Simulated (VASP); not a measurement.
# LiF (Griceite) (Fm-3m) in VASP: settings compared

The runs below take LiF (Griceite) through single point, relaxation of cell and atoms, with PBE, vdW-DF, PBEsol+rVV10, B3LYP+D2.

Program: VASP 6.6.1. These are calculated values, not measurements. Logs are shortened: lines on timing, memory, paths and dates and some standing lists are left out, and cuts for length are marked.

## 1. Starting point

The structure is cubic, space group Fm-3m (No. 225). Conventional cell: a = 4.028 Å, b = 4.028 Å, c = 4.028 Å, α = 90.00°, β = 90.00°, γ = 90.00°. F (site symmetry m-3m) has 6 Li at 2.01 Å as nearest neighbours. Li (site symmetry m-3m) is surrounded by 6 F at 2.01 Å.

## 2. Single point, PBE

INCAR reads:

```
PREC = Accurate
ENCUT = 520
EDIFF = 1E-6
ISMEAR = 0
SIGMA = 0.02
LREAL = False
LASPH = True
NELM = 60
ALGO = Normal
ISIF = 2
LWAVE = False
LCHARG = False
GGA = PE
```

KPOINTS reads:

```
Automatic mesh
0
Gamma
  11 11 11
```

POSCAR reads:

```
LiF
1.0
    0.0000000000      2.0140000000      2.0140000000
    2.0140000000      0.0000000000      2.0140000000
    2.0140000000      2.0140000000      0.0000000000
F Li
1 1
Direct
    0.5000000000      0.5000000000      0.5000000000
    0.0000000000      0.0000000000      0.0000000000
```

Potentials or basis: VASP PAW PBE potentials, release 64 (F, Li_sv).

Started as:

```bash
$ cat potpaw_PBE.64/F/POTCAR potpaw_PBE.64/Li_sv/POTCAR > POTCAR
$ mpirun -np 1 vasp_std > vasp.out
```

OUTCAR:

```text
PREC = Accurate
   ENCUT = 520
   EDIFF = 1E-6
   ISMEAR = 0
   LREAL = False
   LASPH = True
   NELM = 60
   ISIF = 2
   GGA = PE

 ion  position               nearest neighbor table
   1  0.500  0.500  0.500-   2 2.01   2 2.01   2 2.01   2 2.01   2 2.01   2 2.01
   2  0.000  0.000  0.000-   1 2.01   1 2.01   1 2.01   1 2.01   1 2.01   1 2.01

  LATTYP: Found a face centered cubic cell.
 ALAT       =     4.0280000000

  Lattice vectors:

 A1 = (   0.0000000000,   2.0140000000,   2.0140000000)
 A2 = (   2.0140000000,   0.0000000000,   2.0140000000)
 A3 = (   2.0140000000,   2.0140000000,   0.0000000000)

Analysis of symmetry for initial positions (statically):
=====================================================================
 Subroutine PRICEL returns:
 Original cell was already a primitive cell.

 Routine SETGRP: Setting up the symmetry group for a
 face centered cubic supercell.

 Subroutine GETGRP returns: Found 48 space group operations
 (whereof 48 operations were pure point group operations)
 out of a pool of 48 trial point group operations.

The static configuration has the point symmetry O_h .

Analysis of symmetry for dynamics (positions and initial velocities):
=====================================================================
 Subroutine PRICEL returns:
 Original cell was already a primitive cell.

 Routine SETGRP: Setting up the symmetry group for a
 face centered cubic supercell.

 Subroutine GETGRP returns: Found 48 space group operations
 (whereof 48 operations were pure point group operations)
 out of a pool of 48 trial point group operations.

The dynamic configuration has the point symmetry O_h .

 Subroutine INISYM returns: Found 48 space group operations
 (whereof 48 operations are pure point group operations),
 and found     1 'primitive' translations

----------------------------------------------------------------------------------------

                                     Primitive cell

  volume of cell :      16.3384

  direct lattice vectors                    reciprocal lattice vectors
     0.000000000  2.014000000  2.014000000    -0.248262165  0.248262165  0.248262165
     2.014000000  0.000000000  2.014000000     0.248262165 -0.248262165  0.248262165
     2.014000000  2.014000000  0.000000000     0.248262165  0.248262165 -0.248262165

  length of vectors
     2.848226115  2.848226115  2.848226115     0.430002683  0.430002683  0.430002683

  position of ions in fractional coordinates (direct lattice)
     0.500000000  0.500000000  0.500000000
     0.000000000  0.000000000  0.000000000

[... 79 lines left out ...]
   NSW    =      0    number of steps for IOM
   IBRION =     -1    ionic relax: 0-MD 1-quasi-New 2-CG
   NFREE  =      0    steps in history (QN), initial steepest desc. (CG)
   ISIF   =      2    stress and relaxation
   ISYM   =      2    0-nonsym 1-usesym 2-fastsym
   POTIM  = 0.5000    time-step for ionic-motion
   TEBEG  =    0.0;   TEEND  =   0.0 temperature during run
   PSTRESS=    0.0 pullay stress
   NELECT =      10.0000    total number of electrons
   NUPDOWN=      -1.0000    fix difference up-down
   EMIN   =  10.00;   EMAX   =-10.00  energy-range for DOS
   EFERMI =   0.00;   METHOD = LEGACY
   ISMEAR =     0;   SIGMA  =   0.02  broadening in eV -4-tet -1-fermi 0-gaus
   EFERMI_NEDOS =   21; number of points for ismear=-14 and -15
   IALGO  =     38    algorithm
   IMIX   =      4    mixing-type and parameters
     AMIX     =   0.40;   BMIX     =  1.00
     AMIX_MAG =   1.60;   BMIX_MAG =  1.00
  volume/ion in A,a.u.               =       8.17        55.13
  Fermi-wavevector in a.u.,A,eV,Ry     =   1.389970  2.626662 26.286674  1.932016
  Thomas-Fermi vector in A             =   2.513950
   LORBIT       =      0    0 simple, 1 ext, 2 COOP (PROOUT), +10 PAW based schemes
   GGA     = PE    functional components
   LHFCALC =     F    Hartree Fock is set to
   AEXX    =    0.0000 exact exchange contribution
   IVDW    =     0    specifies the selected vdW correction
   LEPSILON=     F    determine dielectric tensor
   LRPA    =     F    only Hartree local field effects (RPA)
 non-spin polarized calculation
 Gauss-broadening in eV      SIGMA  =   0.02
  energy-cutoff  :      520.00
  volume of cell :       16.34
 maximum number of plane-waves:       459
 NGX is ok and might be reduce to    24
   NGX = 11   NGY = 11   NGZ = 11

 number of electron      10.0000000 magnetization

 number of electron       9.9999992 magnetization

 Free energy of the ion-electron system (eV)
  ---------------------------------------------------
  ext. energy  EPLUGINS =         0.00000000
  ---------------------------------------------------
  free energy    TOTEN  =        -9.63756010 eV

  energy without entropy =       -9.63756010  energy(sigma->0) =       -9.63756010

 E-fermi :  -0.8708     XC(G=0):  -9.9825

 val. band max:       -1.0185835681   @ k =   0.0000   0.0000   0.0000
 cond. band min:       8.0685639545   @ k =   0.0000   0.0000   0.0000
 fundamental gap:      9.0871475226
 Fermi energy:        -0.8707653901

 k-point     1 :       0.0000    0.0000    0.0000
  band No.  band energies     occupation
      1     -41.9389      2.00000
      2     -20.9935      2.00000
      3      -1.0186      2.00000
      4      -1.0186      2.00000
      5      -1.0186      2.00000
      6       8.0686      0.00000
      7      22.9474      0.00000
      8      22.9474      0.00000
      9      22.9482      0.00000
[... 265 lines left out ...]
 k-point    24 :      -0.1818    0.1818    0.0000
  band No.  band energies     occupation
      1     -41.9002      2.00000
      2     -20.7025      2.00000
      3      -2.4741      2.00000
      4      -1.7327      2.00000
      5      -1.0936      2.00000
      6       9.9766      0.00000
      7      16.0875      0.00000
      8      18.9668      0.00000
      9      19.2461      0.00000

 [... further k-points ...]
[... 5 lines left out ...]
  --------------------------------------------------------------------------------------
  -------------------------------------------------------------------------------------
  Total        0.1685285      0.1685285      0.1685285      0.0000000      0.0000000      0.0000000
  in kB       16.5262953     16.5262953     16.5262953      0.0000000      0.0000000      0.0000000
  external PRESSURE =      16.5262953 kB  Pullay stress =       0.0000000 kB

 VOLUME and BASIS-vectors are now :
 -----------------------------------------------------------------------------
  energy-cutoff  :      520.00
  volume of cell :       16.34
      direct lattice vectors                 reciprocal lattice vectors
     0.000000000  2.014000000  2.014000000    -0.248262165  0.248262165  0.248262165
     2.014000000  0.000000000  2.014000000     0.248262165 -0.248262165  0.248262165
     2.014000000  2.014000000  0.000000000     0.248262165  0.248262165 -0.248262165

 POSITION                                       TOTAL-FORCE (eV/Angst)
 -----------------------------------------------------------------------------------
      2.01400      2.01400      2.01400        -0.000000     -0.000000     -0.000000
      0.00000      0.00000      0.00000         0.000000      0.000000      0.000000
 -----------------------------------------------------------------------------------
    total drift:                               -0.000000     -0.000000      0.000000

  FREE ENERGIE OF THE ION-ELECTRON SYSTEM (eV)
  ---------------------------------------------------
  free  energy   TOTEN  =        -9.6375601030 eV

  energy  without entropy=       -9.6375601030  energy(sigma->0) =       -9.63756010
```

OSZICAR:

```text
N       E                     dE             d eps       ncg     rms          rms(c)
DAV:   1     0.303469827201E+02    0.30347E+02   -0.58725E+03  1040   0.115E+03
DAV:   2    -0.917099441087E+01   -0.39518E+02   -0.38683E+02  1160   0.204E+02
DAV:   3    -0.101391364401E+02   -0.96814E+00   -0.96626E+00  1330   0.302E+01
DAV:   4    -0.101481885028E+02   -0.90521E-02   -0.90493E-02  1341   0.292E+00
DAV:   5    -0.101482261216E+02   -0.37619E-04   -0.37618E-04  1367   0.122E-01    0.454E+00
DAV:   6    -0.962638174886E+01    0.52184E+00   -0.28097E+00  1026   0.131E+01    0.140E+00
DAV:   7    -0.963056749505E+01   -0.41857E-02   -0.19100E-02  1381   0.155E+00    0.855E-01
DAV:   8    -0.963739739247E+01   -0.68299E-02   -0.16237E-02  1400   0.166E+00    0.985E-02
DAV:   9    -0.963749257199E+01   -0.95180E-04   -0.81026E-04  1088   0.311E-01    0.412E-02
DAV:  10    -0.963755749283E+01   -0.64921E-04   -0.14425E-04  1156   0.114E-01    0.642E-03
DAV:  11    -0.963756008981E+01   -0.25970E-05   -0.22694E-06  1352   0.201E-02    0.212E-03
DAV:  12    -0.963756010300E+01   -0.13194E-07   -0.55097E-07  1023   0.884E-03
   1 F= -.96375601E+01 E0= -.96375601E+01  d E =-.114933E-27
```

It took 7.6 s on 1 thread of AMD EPYC 9R14 (Zen 4), shared host; peak memory 0.1 GiB.

Results:

* Free energy: -9.6376 eV
* Band gap on the k mesh: 9.09 eV, direct

Levels at points of the mesh, in eV from the valence-band top:
| k point | band 3 | band 4 | band 5 | band 6 | band 7 | band 8 |
| --- | --- | --- | --- | --- | --- | --- |
| (0.00, 0.00, 0.00) | 0.00 | 0.00 | 0.00 | 9.09 | 23.97 | 23.97 |

Caveat: the cutoff is under 1.25 times the usual one of these potentials, so pressure, stress and relaxed cells hold a basis-set (Pulay) error; an odd mesh through Γ misses points on the zone boundary, where band edges often lie.

## 3. Single point, vdW-DF (volume scaled by 0.96)

run.py reads:

```python
from ase.calculators.vasp import Vasp
from ase.dft.bandgap import bandgap
from ase.spacegroup import crystal

atoms = crystal(
    ['F', 'Li'],
    basis=[[0.5, 0.0, 0.0], [0.0, 0.0, 0.0]],
    spacegroup=225,
    setting=1,
    cellpar=[3.97356089, 3.97356089, 3.97356089, 90.0, 90.0, 90.0],
    primitive_cell=True,
)
calc = Vasp(
    directory='calc',
    xc='vdw-df',
    pp='PBE',
    setups={'base': 'minimal', 'F': '_h', 'Li': '_sv'},
    prec='Accurate',
    encut=900,
    ediff=1e-06,
    ismear=0,
    sigma=0.05,
    lreal=False,
    lasph=True,
    nelm=60,
    algo='Normal',
    isif=2,
    lwave=False,
    lcharg=False,
    kpts=[11, 11, 11],
    gamma=True,
    nbands=12,
)
atoms.calc = calc

print('energy (eV):', atoms.get_potential_energy())
print('free energy (eV):', atoms.get_potential_energy(force_consistent=True))
print('forces (eV/A):')
print(atoms.get_forces())
print('stress (eV/A^3, Voigt):', atoms.get_stress())
print('Fermi level (eV):', calc.get_fermi_level())
gap, top, bottom = bandgap(calc)
print('band gap (eV):', gap, 'from (spin, k, band)', top, 'to', bottom)
```

Potentials or basis: VASP PAW PBE potentials, release 64 (F_h, Li_sv).

Started as:

```bash
$ python run.py
```

It took 21 s on 1 thread of AMD EPYC 9R45 (Zen 5), shared host; peak memory 0.29 GiB.

The run converged. Its results:

| Quantity | Value |
| --- | --- |
| Free energy | -6.7419 eV |
| Pressure | 6.9 GPa |
| Band gap on the k mesh | 9.87 eV, direct |

Levels at points of the mesh, in eV from the valence-band top:
```csv
k point,band 3,band 4,band 5,band 6,band 7,band 8
"(0.00, 0.00, 0.00)",0.00,0.00,0.00,9.87,24.89,24.89
```

Caveat: the cutoff is under 1.25 times the usual one of these potentials, so pressure, stress and relaxed cells hold a basis-set (Pulay) error; the PAW data sets were made with another functional, which shifts forces and pressure a little; an odd mesh through Γ misses points on the zone boundary, where band edges often lie.

(Part 1 of 2 ends here.)
